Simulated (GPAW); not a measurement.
Input of a GPAW 26.7.0 run:

Contents of run.py:

```python
import spglib
from ase import Atoms
from ase.eos import EquationOfState
from ase.io import Trajectory, read
from ase.units import GPa
from gpaw import GPAW, PW

atoms = read('Ta.cif')
cell, positions, numbers = spglib.find_primitive(
    (atoms.cell[:], atoms.get_scaled_positions(), atoms.numbers), symprec=1e-4)
atoms = Atoms(numbers, cell=cell, scaled_positions=positions, pbc=True)

traj = Trajectory('eos.traj', 'w')
volumes, energies = [], []
for x in [0.94, 0.96, 0.98, 1.0, 1.02, 1.04, 1.06]:
    a = atoms.copy()
    a.set_cell(atoms.cell * x**(1 / 3), scale_atoms=True)
    calc = GPAW(mode=PW(600),
                xc='MGGA_X_TASK+LDA_C_PW',
                kpts={'size': (11, 11, 11), 'gamma': True},
                occupations={'name': 'fermi-dirac', 'width': 0.05},
                nbands=15,
                convergence={'density': 1e-05, 'energy': 1e-05},
                maxiter=150,
                txt=f'eos-{x:.2f}.txt')
    a.calc = calc
    energies.append(a.get_potential_energy(force_consistent=True))
    volumes.append(a.get_volume())
    p = -a.get_stress()[:3].mean() / GPa
    calc.write(f'eos-{x:.2f}.gpw')
    traj.write(a)
    print(f'{x:.2f} {volumes[-1]:10.4f} A^3 {energies[-1]:14.6f} eV {p:9.3f} GPa', flush=True)

v0, e0, B = EquationOfState(volumes, energies, eos='birchmurnaghan').fit()
print(f'V0 = {v0:.4f} A^3, E0 = {e0:.6f} eV, B0 = {B / GPa:.2f} GPa')
```

File Ta.cif:

```cif
data_Ta
_cell_length_a 3.30256000
_cell_length_b 3.30256000
_cell_length_c 3.30256000
_cell_angle_alpha 90.00000000
_cell_angle_beta 90.00000000
_cell_angle_gamma 90.00000000
_space_group_name_H-M_alt 'Im-3m'
_space_group_name_Hall '-I 4 2 3'
_space_group_IT_number 229
loop_
_space_group_symop_operation_xyz
'x,y,z'
'-x,-y,-z'
'-y,x,z'
'y,-x,-z'
'-x,-y,z'
'x,y,-z'
'y,-x,z'
'-y,x,-z'
'x,-y,-z'
'-x,y,z'
'-y,-x,-z'
'y,x,z'
'-x,y,-z'
'x,-y,z'
'y,x,-z'
'-y,-x,z'
'z,x,y'
'-z,-x,-y'
'z,-y,x'
'-z,y,-x'
'z,-x,-y'
'-z,x,y'
'z,y,-x'
'-z,-y,x'
'-z,x,-y'
'z,-x,y'
'-z,-y,-x'
'z,y,x'
'-z,-x,y'
'z,x,-y'
'-z,y,x'
'z,-y,-x'
'y,z,x'
'-y,-z,-x'
'x,z,-y'
'-x,-z,y'
'-y,z,-x'
'y,-z,x'
'-x,z,y'
'x,-z,-y'
'-y,-z,x'
'y,z,-x'
'-x,-z,-y'
'x,z,y'
'y,-z,-x'
'-y,z,x'
'x,-z,y'
'-x,z,-y'
'x+1/2,y+1/2,z+1/2'
'-x+1/2,-y+1/2,-z+1/2'
'-y+1/2,x+1/2,z+1/2'
'y+1/2,-x+1/2,-z+1/2'
'-x+1/2,-y+1/2,z+1/2'
'x+1/2,y+1/2,-z+1/2'
'y+1/2,-x+1/2,z+1/2'
'-y+1/2,x+1/2,-z+1/2'
'x+1/2,-y+1/2,-z+1/2'
'-x+1/2,y+1/2,z+1/2'
'-y+1/2,-x+1/2,-z+1/2'
'y+1/2,x+1/2,z+1/2'
'-x+1/2,y+1/2,-z+1/2'
'x+1/2,-y+1/2,z+1/2'
'y+1/2,x+1/2,-z+1/2'
'-y+1/2,-x+1/2,z+1/2'
'z+1/2,x+1/2,y+1/2'
'-z+1/2,-x+1/2,-y+1/2'
'z+1/2,-y+1/2,x+1/2'
'-z+1/2,y+1/2,-x+1/2'
'z+1/2,-x+1/2,-y+1/2'
'-z+1/2,x+1/2,y+1/2'
'z+1/2,y+1/2,-x+1/2'
'-z+1/2,-y+1/2,x+1/2'
'-z+1/2,x+1/2,-y+1/2'
'z+1/2,-x+1/2,y+1/2'
'-z+1/2,-y+1/2,-x+1/2'
'z+1/2,y+1/2,x+1/2'
'-z+1/2,-x+1/2,y+1/2'
'z+1/2,x+1/2,-y+1/2'
'-z+1/2,y+1/2,x+1/2'
'z+1/2,-y+1/2,-x+1/2'
'y+1/2,z+1/2,x+1/2'
'-y+1/2,-z+1/2,-x+1/2'
'x+1/2,z+1/2,-y+1/2'
'-x+1/2,-z+1/2,y+1/2'
'-y+1/2,z+1/2,-x+1/2'
'y+1/2,-z+1/2,x+1/2'
'-x+1/2,z+1/2,y+1/2'
'x+1/2,-z+1/2,-y+1/2'
'-y+1/2,-z+1/2,x+1/2'
'y+1/2,z+1/2,-x+1/2'
'-x+1/2,-z+1/2,-y+1/2'
'x+1/2,z+1/2,y+1/2'
'y+1/2,-z+1/2,-x+1/2'
'-y+1/2,z+1/2,x+1/2'
'x+1/2,-z+1/2,y+1/2'
'-x+1/2,z+1/2,-y+1/2'
loop_
_atom_site_label
_atom_site_type_symbol
_atom_site_symmetry_multiplicity
_atom_site_Wyckoff_symbol
_atom_site_fract_x
_atom_site_fract_y
_atom_site_fract_z
_atom_site_occupancy
Ta1 Ta 2 a 0.0000000000 0.0000000000 0.0000000000 1
```

Potentials or basis: GPAW PAW data sets (gpaw-data 1.2.1), pw.

Run with:

```console
$ OMP_NUM_THREADS=1 python run.py
```

Q: Predict the bulk modulus.

A: 191 GPa (rough).

Q: Estimate the equilibrium volume.

A: 18.38 Å³/atom (rough: see the caveat).

Energy against volume, from the lowest point:
| volume (Å³/atom) | energy (meV/atom) |
| --- | --- |
| 16.930 | 75.72 |
| 17.290 | 41.70 |
| 17.650 | 18.01 |
| 18.010 | 4.50 |
| 18.371 | 0.00 |
| 18.731 | 3.90 |
| 19.091 | 15.63 |

Caveat: the points scatter about the fit; the PAW data sets were made with another functional, which shifts forces and pressure a little. The run has no spin-orbit coupling, so splittings on Ta are missing.
